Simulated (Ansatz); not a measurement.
# BN (P1) in Ansatz: a series of runs

Aim: see how the results for BN move with the level of theory and the settings. Levels: LDA, PBE, PBEsol. Tasks: band structure.

Program: Ansatz 0.2.0. These are calculated values, not measurements. Logs are shortened: lines on timing, memory, paths and dates and some standing lists are left out, and cuts for length are marked.

### 1 The structure

The typed cell holds 2 atoms: a = 2.508 Å, b = 2.508 Å, c = 3.274 Å, α = 101.11°, β = 101.11°, γ = 119.81°.

The cell comes from a database or a generator and needn't be the stable form of this composition.

### 2 Band structure, LDA

Contents of input.yaml:

```yaml
crystal:
  lattice:
    - [2.5080409239, 0.0, 0.0]
    - [-1.2467107647, 2.1762310413, 0.0]
    - [-0.6306650796, -1.0881155206, 3.02254]
  atoms:
    - { symbol: "N", position: [0.668506, 0.332385, 0.984999] }
    - { symbol: B, position: [0.979643, 0.983499, 0.001806] }
hamiltonian:
  xc: lda
  pseudopotentials: { kind: paw }
kpoints:
  mp_grid: { grid: [13, 13, 9] }
  band_path:
    path:
      - [[0.0, 0.0, 0.0], [0.5, -0.5, 0.0], [0.5, -0.5, -0.5], [0.0, 0.0, -0.5], [0.0, 0.0, 0.0], [0.3772664522, 0.3772664522, -0.3772664522], [0.7093019284, -0.2906980716, -0.2093019284], [0.5, -0.5, 0.0]]
      - [[0.5, -0.5, -0.5], [0.6227335478, -0.3772664522, -0.6227335478]]
      - [[0.3772664522, 0.3772664522, -0.3772664522], [0.2906980716, 0.2906980716, -0.7906980716], [0.0, 0.0, -0.5]]
      - [[0.5, 0.0, -0.5], [0.0, 0.0, 0.0]]
    npoints: 14
scf:
  occupations: { method: fermi_dirac, width: 0.05 }
  n_extra_bands: 6
output:
  forces: true
  stress: true
  eigenvalues: true
  fatbands: true
```

Potentials or basis: Ansatz PAW.

On the command line:

```console
ansatz run input.yaml --threads 2 --pin off --max-ram 5632MiB --backend cpu --events-out ev --progress --plain --runs-dir out
```

What it wrote:

```text
Warning: RAYON_NUM_THREADS=2 ignored (pool sized by the plan → 2); use --threads N
scf.n_extra_bands = 6 over 4 filled bands (N_el = 8.0): the run solves 10 bands
Engine: ansatz 0.2.0, x86_64-unknown-linux-gnu
Pseudopotentials: kind: paw
Pseudopotential: N, paw, valence charge 5, recommended cutoff 420 eV (normal), N.paw.azcp
Pseudopotential: B, paw, valence charge 3, recommended cutoff 420 eV (normal), B.paw.azcp
Functional definition: SPW92
  exchange = slater_x
  correlation = pw_c
Crystal: 2 atoms, lattice volume = 16.497 Å³
Basis set: ecut = 420 eV, 321 PW (Γ)
Bands: 10, of which v1, the nominal top of the filled ones, is band 4 counted from 1 (3 counted from 0)
Symmetry: 1 space group operations
Space group: P1 (ITA 1), of the structure as read, at distance tolerance 2.5e-5 Å
k-points: 761 of 1521 (time reversal used)
Non-local potential: N, projectors of the file, l = 0: 2, l = 1: 2, l = 2: 1
Non-local potential: B, projectors of the file, l = 0: 2, l = 1: 2, l = 2: 1
PAW form: soft (Blöchl's): semilocal exchange-correlation on the pseudo side does not see the compensation charge
PAW frozen core: N, regenerated for the run's functional, and the local potential with it (the file was generated under x = pbe(κ = 0.804, μ = 0.2195149727645171), c = pbe(β = 0.06672455060314922))
PAW frozen core: B, regenerated for the run's functional, and the local potential with it (the file was generated under x = pbe(κ = 0.804, μ = 0.2195149727645171), c = pbe(β = 0.06672455060314922))
PAW one-centre angular grid: N, 110 points (default); XC on 64 Gauss nodes
PAW one-centre angular grid: B, 110 points (default); XC on 64 Gauss nodes
Initial density: superposition of atomic densities (neutral atoms: chi_scale 0, normalization atom), corrected by the library's trained network
Initial wavefunctions: pseudopotential atomic-orbital guess
Functional: x = slater, c = lda
SCF iter   1: F=—  HF=-526.211847 eV  |F-HF|=—  |Δ(HF+E_count)|=         —  Δρ=8.58e-3  dr2=1.01e-2  ethr=1.77e-3  ⟨swp⟩=4.3  Hψ=44505  notcnv=0  defer=72
preconditioner: auto → none  [insulator: Δε(μ)=2.549 eV  Ē_g=21.452 eV  σ=0.050 eV  W_gap=1.00  n_scr=2 (ndim 8)  ℏωp=25.9 eV  f_vac=0.000  D(μ)=0.00/eV (n_scr^D=0)  ε∞_Penn≈2.5]
SCF iter   2: F=—  HF=-526.209706 eV  |F-HF|=—  |Δ(HF+E_count)|=   2.14e-3  Δρ=4.01e-3  dr2=1.20e-3  ethr=1.27e-4  ⟨swp⟩=2.1  Hψ=16863  notcnv=0  defer=979
SCF iter   3: F=—  HF=-526.209369 eV  |F-HF|=—  |Δ(HF+E_count)|=   3.37e-4  Δρ=1.60e-3  dr2=1.74e-4  ethr=1.50e-5  ⟨swp⟩=2.5  Hψ=9772  notcnv=0  defer=979
SCF iter   4: F=—  HF=-526.209331 eV  |F-HF|=—  |Δ(HF+E_count)|=   3.76e-5  Δρ=2.87e-4  dr2=5.95e-6  ethr=2.17e-6  ⟨swp⟩=1.0  Hψ=6581  notcnv=0  defer=979
SCF iter   5: F=—  HF=-526.209331 eV  |F-HF|=—  |Δ(HF+E_count)|=   7.02e-7  Δρ=2.91e-5  dr2=6.54e-8  ethr=7.44e-8  ⟨swp⟩=1.5  Hψ=7749  notcnv=0  defer=979
SCF iter   6: F=-526.209331 eV  HF=-526.209331 eV  |F-HF|=7.31e-10  |Δ(HF+E_count)|=   1.24e-8  Δρ=4.30e-6  dr2=1.29e-9  ethr=8.18e-10  ⟨swp⟩=6.0  Hψ=34617  notcnv=0
SCF 1 converged in 6 iterations: F = -526.209331 eV  dr2 = 1.29e-9
NSCF: frozen V_eff on 158 k-points
SCF converged after 6 iterations
Free energy (F): -526.209331 eV
Harris-Foulkes:  -526.209331 eV  (|F-HF|=7.31e-10)
Internal energy: -526.209331 eV  (E = F + TS)
E sigma→0 (E₀):  -526.209331 eV
Fermi energy:    7.248085 eV
--- Per-component energies (eV) ---
  E_band       = -12.705954
  E_kinetic    = 182.857880
  E_local      = -302.666811  (includes V_loc(G=0)·N_el)
  E_nonlocal   = 59.887174
  E_hartree    = 92.582073
  E_xc         = -91.096298
  E_vxc        = -113.600051  (∫ρ·V_xc dr)
  E_paw        = -191.722571  (= ΣΔE_a)
  E_vpaw       = -24.348012  (= ΣTr[D̂ρ^β])
  E_aug_tail   = 0.000094  (compensation charges beyond the density's cutoff)
  E_ewald      = -276.176749
  E_core_change = 0.125878  (= ΣΔE_core)
  E_smearing   = -0.000000  (= −TS)
  E_closure    = -0.000000  (closes the sum)
  Σ components = -526.209331   (vs F -526.209331, Δ=0.00e0)
--- Forces (eV/Å), atoms counted from 1 ---
  atom   1  N     -1.64035862    -2.05843760     0.61647339
  atom   2  B      1.64035332     2.05843006    -0.61644774
  max |Σ_I F_I| component: 2.57e-5 eV/Å
--- Stress (GPa, compression-positive) ---
      -13.350739      -4.797499       0.527963
       -4.797498      -1.814742       1.173002
        0.527963       1.173002       3.338143
  P = ⅓ Tr σ = -3.9424 GPa (-39.424 kbar)
--- Band table (eV; the first three rows and the last of 761) ---
  k-point 0: bands = ["-12.2403", "2.0264", "3.3602", "4.9819", "11.0882", "15.9241", "18.0363", "18.5479", "20.7259", "30.8216"]
  k-point 1: bands = ["-12.1763", "1.5108", "3.3576", "4.9771", "11.8177", "15.8951", "18.0359", "18.5392", "20.8520", "30.6075"]
  k-point 2: bands = ["-12.0066", "0.4173", "3.3520", "4.9646", "13.4704", "15.8256", "18.0344", "18.5096", "21.2930", "30.2414"]
  k-point 760: bands = ["-9.1589", "-2.5657", "0.7364", "4.4935", "11.2314", "15.0522", "17.9365", "22.6382", "25.1995", "27.3542"]
```

It took 5.4 s on 2 threads of Intel Xeon Platinum 8488C (Sapphire Rapids), shared host; peak memory 0.48 GiB.

What came out:

- Free energy: -526.2093 eV
- Pressure: -3.9 GPa
- Largest force: 2.703 eV/Å
- Band gap on the k mesh: 2.65 eV, indirect (least direct gap 4.40 eV)
- Band gap along the path: 2.57 eV, indirect (least direct gap 4.37 eV)

Forces on the atoms (eV/Å):
```
N   -1.640 -2.058  0.616
B    1.640  2.058 -0.616
```

Levels at the corners of the path, in eV from the valence-band top:
| point | band 2 | band 3 | band 4 | band 5 | band 6 | band 7 |
| --- | --- | --- | --- | --- | --- | --- |
| Γ | -3.89 | -2.56 | -0.94 | 5.17 | 10.01 | 12.12 |
| Y | -9.57 | -4.36 | -0.23 | 6.01 | 8.90 | 12.04 |
| T | -9.02 | -4.51 | -2.34 | 2.57 | 9.02 | 15.04 |
| Z | -7.23 | -2.58 | -0.98 | 9.72 | 10.43 | 12.10 |
| Γ | -3.89 | -2.56 | -0.94 | 5.17 | 10.01 | 12.12 |
| X | -8.47 | -6.84 | -1.45 | 3.15 | 12.31 | 12.67 |
| A1 | -8.38 | -7.21 | -1.37 | 5.19 | 12.28 | 14.29 |
| Y | -9.57 | -4.36 | -0.23 | 6.01 | 8.90 | 12.04 |
| T | -9.02 | -4.51 | -2.34 | 2.57 | 9.02 | 15.04 |
| X1 | -8.47 | -6.84 | -1.45 | 3.15 | 12.31 | 12.67 |
| X | -8.47 | -6.84 | -1.45 | 3.15 | 12.31 | 12.67 |
| A | -8.38 | -7.21 | -1.37 | 5.19 | 12.28 | 14.29 |
| Z | -7.23 | -2.58 | -0.98 | 9.72 | 10.43 | 12.10 |
| L | -9.15 | -4.95 | -1.60 | 4.32 | 9.41 | 13.49 |
| Γ | -3.89 | -2.56 | -0.94 | 5.17 | 10.01 | 12.12 |

Caveat: the k mesh misses the band edges, so the gap on the mesh is wider than the one along the path; the pressure holds a Pulay correction of +0.8 GPa for the finite cutoff; the PAW data sets come from PBE, with cores solved anew for the run's functional, which leaves a small shift of forces and pressure; forces of over 1 eV/Å show positions far from the minimum, so gaps and moduli don't describe the material at rest. A hybrid or GW would open this gap; LDA tends to underestimate it.

### 3 Band structure, PBE

Edit input.yaml of step 2 so:

```diff
@@ -9,3 +9,3 @@
 hamiltonian:
-  xc: lda
+  xc: pbe
   pseudopotentials: { kind: paw }
@@ -27,2 +27,2 @@
   eigenvalues: true
-  fatbands: true
+  fatbands: false
```

Potentials or basis: Ansatz PAW.

On the command line:

```console
ansatz run input.yaml --threads 2 --pin off --max-ram 5632MiB --backend cpu --events-out ev --progress --plain --runs-dir out
```

Wall time 5.4 s (2 threads of Intel Xeon Platinum 8488C (Sapphire Rapids), shared host); peak memory 0.48 GiB.

It converged, with:

* Free energy: -542.2343 eV
* Pressure: 5.0 GPa
* Largest force: 2.729 eV/Å
* Band gap on the k mesh: 2.85 eV, indirect (least direct gap 4.54 eV)
* Band gap along the path: 2.78 eV, indirect (least direct gap 4.50 eV)

Forces on the atoms (eV/Å):
```
N   -1.659 -2.085  0.589
B    1.659  2.085 -0.589
```

Stress tensor (GPa, compression positive):
```
-2.60 -4.99  0.55
-4.99  9.35  1.18
 0.55  1.18  8.28
```

Levels at the corners of the path, in eV from the valence-band top:
| point | band 1 | band 2 | band 3 | band 4 | band 5 | band 6 | band 7 | band 8 |
| --- | --- | --- | --- | --- | --- | --- | --- | --- |
| Γ | -18.35 | -3.86 | -2.54 | -0.92 | 5.41 | 10.13 | 12.24 | 12.81 |
| Y | -15.18 | -9.60 | -4.34 | -0.23 | 6.13 | 8.95 | 12.40 | 14.54 |
| T | -14.85 | -9.06 | -4.49 | -2.29 | 2.78 | 9.05 | 15.41 | 19.53 |
| Z | -17.77 | -7.10 | -2.56 | -0.97 | 9.84 | 10.64 | 12.22 | 12.33 |
| Γ | -18.35 | -3.86 | -2.54 | -0.92 | 5.41 | 10.13 | 12.24 | 12.81 |
| X | -14.46 | -8.47 | -6.88 | -1.40 | 3.32 | 12.49 | 12.98 | 17.61 |
| A1 | -14.59 | -8.35 | -7.25 | -1.32 | 5.31 | 12.49 | 14.55 | 14.87 |
| Y | -15.18 | -9.60 | -4.34 | -0.23 | 6.13 | 8.95 | 12.40 | 14.54 |
| T | -14.85 | -9.06 | -4.49 | -2.29 | 2.78 | 9.05 | 15.41 | 19.53 |
| X1 | -14.46 | -8.47 | -6.88 | -1.40 | 3.32 | 12.49 | 12.98 | 17.61 |
| X | -14.46 | -8.47 | -6.88 | -1.40 | 3.32 | 12.49 | 12.98 | 17.61 |
| A | -14.59 | -8.35 | -7.25 | -1.32 | 5.31 | 12.49 | 14.55 | 14.87 |
| Z | -17.77 | -7.10 | -2.56 | -0.97 | 9.84 | 10.64 | 12.22 | 12.33 |
| L | -14.93 | -9.17 | -4.93 | -1.57 | 4.50 | 9.42 | 13.82 | 17.34 |
| Γ | -18.35 | -3.86 | -2.54 | -0.92 | 5.41 | 10.13 | 12.24 | 12.81 |

Caveat: the k mesh misses the band edges, so the gap on the mesh is wider than the one along the path; the pressure holds a Pulay correction of +0.7 GPa for the finite cutoff; forces of over 1 eV/Å show positions far from the minimum, so gaps and moduli don't describe the material at rest.

### 4 Band structure, PBEsol

Edit input.yaml of step 3 so:

```diff
@@ -9,3 +9,3 @@
 hamiltonian:
-  xc: pbe
+  xc: pbesol
   pseudopotentials: { kind: paw }
@@ -28 +28,5 @@
   fatbands: false
+  write_density: true
+  write_potential: true
+  elf: true
+  volumetric_format: npy
```

On the command line:

```console
ansatz run input.yaml --threads 2 --pin off --max-ram 5632MiB --backend cpu --events-out ev --progress --plain --runs-dir out
```

It took 5.6 s on 2 threads of Intel Xeon Platinum 8488C (Sapphire Rapids), shared host; peak memory 0.49 GiB.

The run converged. Its results:

```yaml
Free_energy: -533.6315 eV
Pressure: 1.6 GPa
Largest_force: 2.740 eV/Å
Band_gap_on_the_k_mesh: 2.72 eV, indirect (least direct gap 4.47 eV)
Band_gap_along_the_path: 2.64 eV, indirect (least direct gap 4.44 eV)
```

Forces on the atoms (eV/Å):
```
N   -1.667 -2.095  0.582
B    1.667  2.095 -0.582
```

Stress tensor (GPa, compression positive):
```
-6.37 -5.17  0.55
-5.17  6.02  1.19
 0.55  1.19  5.15
```

Levels at the corners of the path, in eV from the valence-band top:
| point | band 1 | band 2 | band 3 | band 4 | band 5 | band 6 | band 7 | band 8 | band 9 |
| --- | --- | --- | --- | --- | --- | --- | --- | --- | --- |
| Γ | -18.32 | -3.89 | -2.53 | -0.91 | 5.20 | 10.09 | 12.18 | 12.78 | 14.73 |
| Y | -15.12 | -9.63 | -4.34 | -0.23 | 6.09 | 8.86 | 12.15 | 14.36 | 19.84 |
| T | -14.78 | -9.08 | -4.49 | -2.33 | 2.64 | 8.97 | 15.19 | 19.43 | 20.91 |
| Z | -17.73 | -7.20 | -2.55 | -0.95 | 9.79 | 10.54 | 12.15 | 12.31 | 17.76 |
| Γ | -18.32 | -3.89 | -2.53 | -0.91 | 5.20 | 10.09 | 12.18 | 12.78 | 14.73 |
| X | -14.38 | -8.49 | -6.88 | -1.44 | 3.22 | 12.37 | 12.76 | 17.55 | 18.45 |
| A1 | -14.52 | -8.39 | -7.26 | -1.36 | 5.26 | 12.34 | 14.40 | 14.67 | 17.99 |
| Y | -15.12 | -9.63 | -4.34 | -0.23 | 6.09 | 8.86 | 12.15 | 14.36 | 19.84 |
| T | -14.78 | -9.08 | -4.49 | -2.33 | 2.64 | 8.97 | 15.19 | 19.43 | 20.91 |
| X1 | -14.38 | -8.49 | -6.88 | -1.44 | 3.22 | 12.37 | 12.76 | 17.55 | 18.45 |
| X | -14.38 | -8.49 | -6.88 | -1.44 | 3.22 | 12.37 | 12.76 | 17.55 | 18.45 |
| A | -14.52 | -8.39 | -7.26 | -1.36 | 5.26 | 12.34 | 14.40 | 14.67 | 17.99 |
| Z | -17.73 | -7.20 | -2.55 | -0.95 | 9.79 | 10.54 | 12.15 | 12.31 | 17.76 |
| L | -14.86 | -9.20 | -4.93 | -1.59 | 4.39 | 9.35 | 13.61 | 17.15 | 20.61 |
| Γ | -18.32 | -3.89 | -2.53 | -0.91 | 5.20 | 10.09 | 12.18 | 12.78 | 14.73 |

Caveat: the k mesh misses the band edges, so the gap on the mesh is wider than the one along the path; the pressure holds a Pulay correction of +0.7 GPa for the finite cutoff; the PAW data sets come from PBE, with cores solved anew for the run's functional, which leaves a small shift of forces and pressure; forces of over 1 eV/Å show positions far from the minimum, so gaps and moduli don't describe the material at rest.

### 5 Summary

| level | gap on the mesh (eV) | pressure (GPa) | largest force (eV/Å) |
| --- | --- | --- | --- |
| LDA | 2.65 | -3.9 | 2.70 |
| PBE | 2.85 | 5.0 | 2.73 |
| PBEsol | 2.72 | 1.6 | 2.74 |

Alike in all rows: task band structure; potentials or basis Ansatz PAW; no spin polarisation; cell as given; k mesh 13 × 13 × 9; cutoff (eV) 420; smearing fermi-dirac 0.05 eV.

On the cell as given the gap runs from 2.57 eV (LDA) to 2.78 eV (PBE). The pressure there spans -3.9 GPa (LDA) to 5.0 GPa (PBE); a positive pressure means that this level wants a larger cell, a negative one a smaller.

Caveats: the k mesh misses the band edges, so the gap on the mesh is wider than the one along the path; forces of over 1 eV/Å show positions far from the minimum, so gaps and moduli don't describe the material at rest; the PAW data sets come from PBE, with cores solved anew for the run's functional, which leaves a small shift of forces and pressure (some runs).

Total energies depend on the potentials used, so only differences within one code and one set of settings carry meaning.
